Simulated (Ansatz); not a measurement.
# TiO2, single point

We look at TiO2: the coordinates of a database entry, unrelaxed (space group P2_1/c), with 12 atoms per cell. Forces or pressure are large there, so the entry is far from the computed equilibrium and may be faulty or of a sample under other conditions, or the chosen U doesn't suit it. Source: COD entry 9015355; the sample's temperature and pressure aren't taken into account, and it need not be the stable phase.

Theory: DFT, PBE+U, PAW, plane waves, scalar-relativistic (Ansatz development build ahead of 0.2.0).

Input file:

```yaml
crystal:
  lattice:
    - [4.589, 0.0, 0.0]
    - [0.0, 4.849, 0.0]
    - [-0.7082, 0.0, 4.68275]
  atoms:
    - { symbol: Ti, position: [0.309, 0.045, 0.218], spin: 1.0 }
    - { symbol: Ti, position: [0.691, 0.545, 0.282], spin: 1.0 }
    - { symbol: Ti, position: [0.691, 0.955, 0.782], spin: 1.0 }
    - { symbol: Ti, position: [0.309, 0.455, 0.718], spin: 1.0 }
    - { symbol: O, position: [0.056, 0.347, 0.282] }
    - { symbol: O, position: [0.944, 0.847, 0.218] }
    - { symbol: O, position: [0.944, 0.653, 0.718] }
    - { symbol: O, position: [0.056, 0.153, 0.782] }
    - { symbol: O, position: [0.425, 0.727, 0.463] }
    - { symbol: O, position: [0.575, 0.227, 0.037] }
    - { symbol: O, position: [0.575, 0.273, 0.537] }
    - { symbol: O, position: [0.425, 0.773, 0.963] }
magnetization:
  spin_polarized: true
hamiltonian:
  xc: pbe
  pseudopotentials: { kind: paw }
  hubbard: { sites: [{ species: Ti, l: d, u_eff: 6.9 }] }
basis:
  ecutwfc: 420
kpoints:
  mp_grid: { grid: [4, 4, 4] }
scf:
  occupations: { method: fermi_dirac, width: 0.003 }
  lower_state_search: "off"
  algorithm: density_mixing
  max_iter: 80
  mixing: {}
output:
  forces: true
  stress: true
```

The run was started with:
```sh
ansatz run input.yaml --threads 2 --pin off --max-ram 5120MiB --backend cpu --events-out ev --progress --plain --runs-dir out
```

Program output, abridged:

```
Ti: projections on atomic orbitals take those of the free atom [Ne] 3s2 3p6 3d2 4s2, of charge +0.00 (hamiltonian.pseudopotentials.projection_atoms); the dataset's partial waves leave at most 4.1e-7 of an orbital's norm unspanned inside its sphere
O: projections on atomic orbitals take those of the free atom [He] 2s2 2p4, of charge +0.00 (hamiltonian.pseudopotentials.projection_atoms); the dataset's partial waves leave at most 1.9e-8 of an orbital's norm unspanned inside its sphere
Pseudopotentials: kind: paw
Pseudopotential: Ti, paw, valence charge 12, recommended cutoff 420 eV (normal), Ti.paw.azcp
Pseudopotential: O, paw, valence charge 6, recommended cutoff 420 eV (normal), O.paw.azcp
Functional definition: PBE
Crystal: 12 atoms, lattice volume = 104.201 Å³
Basis set: ecut = 420 eV, 2023 PW (Γ), exchange–correlation on 64×72×64 points (8 copies of the dense FFT grid, shifted against one another)
Bands: 62, of which v1, the nominal top of the filled ones, is band 48 counted from 1 (47 counted from 0)
Symmetry: 4 space group operations
Space group: P21/c (ITA 14), of the structure as read, at distance tolerance 4.7e-5 Å
Magnetic group: BNS 14.75 (UNI 82), of the structure as read, at distance tolerance 4.7e-5 Å
k-points: 30 of 64
Non-local potential: Ti, projectors of the file, l = 0: 3, l = 1: 2, l = 2: 3, l = 3: 1
Non-local potential: O, projectors of the file, l = 0: 2, l = 1: 2, l = 2: 1
Initial density: superposition of atomic densities (chi_scale 0.1, normalization cell, long waves kept (reshape's long-wave potential 0.03 eV rms))
Starting moments: Σ|m| = 4 μB on 4 of 12 sites
Initial wavefunctions: pseudopotential atomic-orbital guess
Functional: x = pbe(κ = 0.804, μ = 0.2195149727645171), c = pbe(β = 0.06672455060314922)
SCF iter   1: F=—  HF=-14526.649090 eV  |F-HF|=—  |Δ(HF+E_count)|=         —  Δρ=8.09e-2 (↑8.09e-2 ↓7.29e-2)  dr2=1.52e1  dr2_m=2.08e0  M=0.000 μB ∫|m|=1.826 μB  β_m=0.30  ethr=3.10e-3  ⟨swp⟩=6.0  Hψ=14084  notcnv=0  defer=62
preconditioner: auto → Resta (q_TF=auto, 2.691 Å⁻¹)  ε∞=6.9  [insulator: Δε(μ)=1.631 eV  Ē_g=12.023 eV  σ=0.003 eV  W_gap=1.00  n_scr=30 (ndim 8)  ℏωp=29.1 eV  f_vac=0.000  D(μ)=0.00/eV (n_scr^D=0)  ε∞_Penn≈6.9]
spin=Collinear: Resta preconditioning applied to the charge; magnetization (m = ρ↑ − ρ↓) channel mixes plain (no charge-response kernel on spin).
SCF iter   2: F=—  HF=-14524.781032 eV  |F-HF|=—  |Δ(HF+E_count)|=    1.87e0  Δρ=4.27e-2 (↑4.13e-2 ↓4.27e-2)  dr2=2.70e0  dr2_m=9.67e-1  M=0.000 μB ∫|m|=1.979 μB  β_m=0.30  ethr=3.10e-3  ⟨swp⟩=2.0  Hψ=6558  notcnv=0  defer=517
SCF iter   3: F=—  HF=-14524.899607 eV  |F-HF|=—  |Δ(HF+E_count)|=   1.19e-1  Δρ=3.09e-2 (↑2.52e-2 ↓3.09e-2)  dr2=6.85e-1  dr2_m=4.91e-1  M=0.000 μB ∫|m|=1.877 μB  β_m=0.30  ethr=2.81e-3  ⟨swp⟩=2.1  Hψ=5217  notcnv=0  defer=517
SCF iter   4: F=—  HF=-14525.166035 eV  |F-HF|=—  |Δ(HF+E_count)|=   2.66e-1  Δρ=2.11e-2 (↑2.11e-2 ↓1.72e-2)  dr2=2.06e-1  dr2_m=3.07e-1  M=0.000 μB ∫|m|=1.515 μB  β_m=0.30  ethr=7.14e-4  ⟨swp⟩=3.0  Hψ=6379  notcnv=0  defer=504
SCF iter   5: F=—  HF=-14525.323406 eV  |F-HF|=—  |Δ(HF+E_count)|=   1.57e-1  Δρ=1.63e-2 (↑1.21e-2 ↓1.63e-2)  dr2=1.25e-1  dr2_m=1.64e-1  M=0.000 μB ∫|m|=1.404 μB  β_m=0.30  ethr=2.15e-4  ⟨swp⟩=2.7  Hψ=5757  notcnv=0  defer=504
SCF iter   6: F=—  HF=-14525.403975 eV  |F-HF|=—  |Δ(HF+E_count)|=   8.06e-2  Δρ=1.14e-2 (↑1.14e-2 ↓1.04e-2)  dr2=6.48e-3  dr2_m=1.10e-1  M=0.000 μB ∫|m|=1.181 μB  β_m=0.30  ethr=1.30e-4  ⟨swp⟩=3.1  Hψ=5124  notcnv=0  defer=504
SCF iter   7: F=—  HF=-14525.467084 eV  |F-HF|=—  |Δ(HF+E_count)|=   6.31e-2  Δρ=9.02e-3 (↑8.29e-3 ↓9.02e-3)  dr2=1.16e-3  dr2_m=7.13e-2  M=0.000 μB ∫|m|=1.030 μB  β_m=0.30  ethr=6.75e-6  ⟨swp⟩=3.6  Hψ=6688  notcnv=0  defer=504
SCF iter   8: F=—  HF=-14525.506018 eV  |F-HF|=—  |Δ(HF+E_count)|=   3.89e-2  Δρ=7.52e-3 (↑6.75e-3 ↓7.52e-3)  dr2=9.96e-4  dr2_m=4.86e-2  M=0.000 μB ∫|m|=0.895 μB  β_m=0.30  ethr=1.21e-6  ⟨swp⟩=4.0  Hψ=5990  notcnv=0  defer=504
Mixer restart at iter 8: flushing history
spin-set hold released at iteration 8 (site moments contracting): the magnetisation degrees of freedom join the quasi-Newton model from the next iteration; the mixer history was flushed
SCF iter   9: F=—  HF=-14525.531948 eV  |F-HF|=—  |Δ(HF+E_count)|=   2.59e-2  Δρ=6.13e-3 (↑5.91e-3 ↓6.13e-3)  dr2=3.01e-4  dr2_m=3.45e-2  M=0.000 μB ∫|m|=0.776 μB  β_m=0.49  ethr=1.04e-6  ⟨swp⟩=3.9  Hψ=6212  notcnv=0  defer=504
SCF iter  10: F=—  HF=-14525.585254 eV  |F-HF|=—  |Δ(HF+E_count)|=   5.33e-2  Δρ=3.35e-3 (↑1.86e-3 ↓3.35e-3)  dr2=2.50e-3  dr2_m=6.39e-3  M=0.000 μB ∫|m|=0.350 μB  β_m=0.70  ethr=3.14e-7  ⟨swp⟩=5.6  Hψ=9904  notcnv=0  defer=509
SCF iter  11: F=—  HF=-14525.594472 eV  |F-HF|=—  |Δ(HF+E_count)|=   9.22e-3  Δρ=1.77e-3 (↑1.77e-3 ↓5.52e-4)  dr2=2.64e-3  dr2_m=1.05e-3  M=0.000 μB ∫|m|=0.103 μB  β_m=0.75  ethr=3.14e-7  ⟨swp⟩=4.5  Hψ=8720  notcnv=0  defer=488
SCF iter  12: F=—  HF=-14525.595161 eV  |F-HF|=—  |Δ(HF+E_count)|=   6.89e-4  Δρ=2.64e-4 (↑2.03e-4 ↓2.64e-4)  dr2=3.25e-5  dr2_m=4.04e-5  M=0.000 μB ∫|m|=0.024 μB  β_m=0.87  ethr=3.14e-7  ⟨swp⟩=3.7  Hψ=7599  notcnv=0  defer=480
SCF iter  13: F=—  HF=-14525.595244 eV  |F-HF|=—  |Δ(HF+E_count)|=   8.30e-5  Δρ=1.37e-4 (↑1.37e-4 ↓8.28e-5)  dr2=3.01e-5  dr2_m=2.32e-6  M=0.000 μB ∫|m|=0.004 μB  β_m=0.84  ethr=3.39e-8  ⟨swp⟩=3.0  Hψ=7571  notcnv=0  defer=482
SCF iter  14: F=—  HF=-14525.595243 eV  |F-HF|=—  |Δ(HF+E_count)|=   8.33e-7  Δρ=6.12e-5 (↑3.00e-5 ↓6.12e-5)  dr2=4.88e-6  dr2_m=7.70e-7  M=0.000 μB ∫|m|=0.002 μB  β_m=0.89  ethr=3.14e-8  ⟨swp⟩=2.0  Hψ=5539  notcnv=0  defer=482
SCF iter  15: F=—  HF=-14525.595244 eV  |F-HF|=—  |Δ(HF+E_count)|=   1.36e-6  Δρ=1.92e-5 (↑1.14e-5 ↓1.92e-5)  dr2=4.23e-7  dr2_m=1.07e-7  M=0.000 μB ∫|m|=0.001 μB  β_m=0.94  ethr=5.08e-9  ⟨swp⟩=2.0  Hψ=4908  notcnv=0  defer=482
iter 16 did not close the SCF: its close was put off for a magnetic moment that had not settled (scf_convergence_deferred on its scf_iter line)
SCF iter  16: F=-14525.595245 eV  HF=-14525.595245 eV  |F-HF|=2.38e-9  |Δ(HF+E_count)|=   2.26e-7  Δρ=3.71e-6 (↑2.34e-6 ↓3.71e-6)  dr2=1.05e-8  dr2_m=5.96e-9  M=0.000 μB ∫|m|=0.000 μB  β_m=0.97  ethr=1.04e-10  ⟨swp⟩=2.4  Hψ=13124  notcnv=0
iter 17 did not close the SCF: its close was put off for a magnetic moment that had not settled (scf_convergence_deferred on its scf_iter line)
SCF iter  17: F=-14525.595245 eV  HF=-14525.595245 eV  |F-HF|=1.29e-10  |Δ(HF+E_count)|=   1.54e-8  Δρ=4.18e-7 (↑4.18e-7 ↓3.68e-7)  dr2=2.02e-10  dr2_m=9.78e-11  M=0.000 μB ∫|m|=0.000 μB  β_m=0.98  ethr=1.09e-11  ⟨swp⟩=1.4  Hψ=9911  notcnv=0
SCF iter  18: F=-14525.595245 eV  HF=-14525.595245 eV  |F-HF|=1.46e-11  |Δ(HF+E_count)|=  4.31e-10  Δρ=8.39e-8 (↑8.02e-8 ↓8.39e-8)  dr2=2.26e-11  dr2_m=1.35e-12  M=0.000 μB ∫|m|=0.000 μB  ethr=1.00e-12  ⟨swp⟩=1.0  Hψ=8811  notcnv=0
WARN: the starting moments were not kept: the SCF closed with an absolute magnetisation of 3.4e-6 μB, where they sum to 4 μB in size (4 sites). That is at most 0.1 of that sum. Measured as dr2_m measures the in/out step, that magnetisation stands 9.3e-13 eV from none, at or under the dr2_threshold of 1.0e-7 eV: it is no larger than a step whose dr2_m would equal this threshold. The system may hold no moment; this SCF shows only that its start led to no more than that. [...]
SCF 1 converged in 18 iterations: F = -14525.595245 eV  dr2 = 2.26e-11
  greatest PAW one-centre occupation: 0.999 electrons in one spin orbital (limit 2), on the Ti atom at site 3 (counted from 0), in its partial waves of l = 0
SCF converged after 18 iterations
Magnetization: 0.0000 μB (48.0000 up, 48.0000 down)
Absolute magnetization: 0.0000 μB (∫|ρ↑−ρ↓|, with the PAW one-centre terms)
Spin contamination: 0.0000 ħ² per cell (⟨S²⟩ above its minimum at these occupations)
Per-site moments (μB) at R_I (Å): [(-2.0692e-8, 0.7512), (-2.0692e-8, 0.7512), (-2.0692e-8, 0.7512), (-2.0692e-8, 0.7512), (-6.5512e-8, 0.7923), (-6.5512e-8, 0.7923), (-6.5512e-8, 0.7923), (-6.5512e-8, 0.7923), (7.3496e-8, 0.7512), (7.3496e-8, 0.7512), (7.3496e-8, 0.7512), (7.3496e-8, 0.7512)]
Free energy (F): -14525.595245 eV
Harris-Foulkes:  -14525.595245 eV  (|F-HF|=1.46e-11)
Internal energy: -14525.595245 eV  (E = F + TS)
E sigma→0 (E₀):  -14525.595245 eV
Fermi energy:    14.644527 eV
--- Per-component energies (eV) ---
  E_band       = -496.995863
  E_kinetic    = 2531.043441
  E_local      = -5206.804885  (includes V_loc(G=0)·N_el)
  E_nonlocal   = 390.566115
  E_hartree    = 1993.844503
  E_xc         = -996.481515
  E_vxc        = -1263.216801  (∫ρ·V_xc dr)
  E_hubbard    = 22.633221  (on-site DFT+U / exact-exchange correction)
  E_vhub       = 16.005528  (the Hubbard potential's part of the band-sum identity)
  E_paw        = -5445.477977  (= ΣΔE_a)
  E_vpaw       = -952.298733  (= ΣTr[D̂ρ^β])
  E_aug_tail   = 0.020573  (compensation charges beyond the density's cutoff)
  E_ewald      = -7814.938721
  E_smearing   = -0.000000  (= −TS)
  E_closure    = -0.000000  (closes the sum)
  Σ components = -14525.595245   (vs F -14525.595245, Δ=0.00e0)
--- Forces (eV/Å), atoms counted from 1 ---
  atom   1  Ti    -6.71991920     0.43896727     0.38919832
  atom   2  Ti     6.71991920     0.43896727    -0.38919832
  atom   3  Ti     6.71991920    -0.43896727    -0.38919832
  atom   4  Ti    -6.71991920    -0.43896727     0.38919832
  atom   5  O      2.08411148     0.18945045     1.23952019
  atom   6  O     -2.08411148     0.18945045    -1.23952019
  atom   7  O     -2.08411148    -0.18945045    -1.23952019
  atom   8  O      2.08411148    -0.18945045     1.23952019
  atom   9  O     -0.17592580     3.48823504     1.31689395
  atom  10  O      0.17592580     3.48823504    -1.31689395
  atom  11  O      0.17592580    -3.48823504    -1.31689395
  atom  12  O     -0.17592580    -3.48823504     1.31689395
  max |Σ_I F_I| component: 8.88e-16 eV/Å
--- Stress (GPa, compression-positive) ---
       34.616213       0.000000     -10.484577
        0.000000      46.548671      -0.000000
      -10.484577      -0.000000      47.079431
  P = ⅓ Tr σ = 42.7481 GPa (427.481 kbar)
```

Only one magnetic start was run, with no search, so the state need not be the lowest. The program warns that the starting moments weren't kept.

The run took 25 s on 2 threads of Arm Neoverse V2, on a shared host, peak memory 0.68 GiB.
